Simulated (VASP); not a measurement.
# GaN in VASP: how settings move the PBE single point

The PBE single point of GaN in the rocksalt structure, under +1.2 % strain along [111] alone is repeated with altered inputs. Which of them can be trusted? This is a trial cell built on a prototype, not taken from a measured structure, and it needn't be the compound's ground state.

Program: VASP 6.6.1. PAW datasets, plane waves. Simulation only: spin-unpolarised, and no claim that this is the phase found in nature.

## (1) The structure to begin with

The cell comes from an earlier relaxation with r2SCAN in another program, then strained, with the atoms relaxed again.

Space group R-3m (No. 166), trigonal; conventional cell a = 2.982 Å, c = 7.393 Å, 9.49 Å³ an atom. Near Ga stand 6 N at 2.12 Å; near N stand 6 Ga at 2.12 Å.

Structure file:

```cif
data_structure
_symmetry_space_group_name_H-M 'P 1'
_symmetry_Int_Tables_number 1
_cell_length_a 3.0062
_cell_length_b 3.0062
_cell_length_c 3.0062
_cell_angle_alpha 59.466
_cell_angle_beta 59.466
_cell_angle_gamma 59.466
_cell_volume 18.98
loop_
_atom_site_label
_atom_site_type_symbol
_atom_site_fract_x
_atom_site_fract_y
_atom_site_fract_z
_atom_site_occupancy
Ga1 Ga 0.00000 0.00000 0.00000 1
N1 N 0.50000 0.50000 0.50000 1
```

## (2) The reference run

Input file INCAR:

```
ENCUT = 520.000000
SIGMA = 0.020000
EDIFF = 1.00e-07
GGA = PE
PREC = Accurate
IBRION = -1
ISIF = 2
ISMEAR = -1
NBANDS = 16
NELM = 120
NSW = 0
LASPH = .TRUE.
LCHARG = .FALSE.
LWAVE = .FALSE.
LREAL = .FALSE.
```

Input file KPOINTS:

```
KPOINTS created by Atomic Simulation Environment
0
Gamma
10 10 10
0 0 0
```

Input file POSCAR:

```
Ga N
 1.0000000000000000
     0.0171492587000000    2.1256646741999998    2.1256646741999998
     2.1256646741999998    0.0171492587000000    2.1256646741999998
     2.1256646741999998    2.1256646741999998    0.0171492587000000
 Ga  N
   1   1
Cartesian
  0.0000000000000000  0.0000000000000000  0.0000000000000000
  2.1342393035500002  2.1342393035500002  2.1342393035500002
```

A file KPOINTS_OPT adds named points for the levels; it doesn't enter the self-consistent loop.

Potentials: the recommended PBE PAW datasets, 18 valence electrons.

Launch:

```sh
$ mpirun -np 1 vasp_std
```

## (3) Altered input 1

Input file INCAR:

```
ENCUT = 520.000000
EDIFF = 1.00e-07
GGA = PE
PREC = Accurate
IBRION = -1
ISIF = 2
NBANDS = 16
NSW = 0
LASPH = .TRUE.
LCHARG = .FALSE.
LWAVE = .FALSE.
LREAL = .FALSE.
IVDW = 11
ALGO = All
ISMEAR = 1
SIGMA = 0.3
NELM = 85
```

KPOINTS is that of step 2.

POSCAR is that of step 2.

## (4) Altered input 2

Changes to INCAR since step 2:

```diff
@@ -15 +15,3 @@
 LREAL = .FALSE.
+ADDGRID = .TRUE.
+IVDW = 10
```

KPOINTS is that of step 2.

POSCAR is that of step 2.

## (5) Altered input 3

Changes to INCAR since step 2:

```diff
@@ -15 +15,3 @@
 LREAL = .FALSE.
+ISYM = -1
+NELMDL = -8
```

Input file KPOINTS:

```
KPOINTS created by Atomic Simulation Environment
0
Monkhorst-Pack
4 4 4
0 0 0
```

POSCAR is that of step 2.

Before running it: what results should come out? Wanted: for each run, changed; ending; energy change; pressure; electronic steps; usable.

**Answer**, as computed:

| run | changed | ending | energy change (meV/atom) | pressure (GPa) | gap on the mesh (eV; negative: overlap) | electronic steps | time | usable |
| --- | --- | --- | --- | --- | --- | --- | --- | --- |
| ref. | – | converged | 0 | 6.1 | 0.55 | 13 | 43 s | yes |
| 1 | IVDW = 11, ALGO = All, ISMEAR = 1, SIGMA = 0.3, NELM = 85 | converged | – | 1.8 | 0.55 | 19 | 27 s | no |
| 2 | ADDGRID = .TRUE., IVDW = 10 | converged | – | 2.1 | 0.55 | 13 | 31 s | yes |
| 3 | ISYM = -1, NELMDL = -8, mesh 4×4×4, shifted mesh | converged | 1.3 | 6.1 | 1.81 | 17 | 19 s | no |

**Reading.** Of 3 altered inputs, 2 ended normally on a faulty or unsound input, 1 gave usable results.
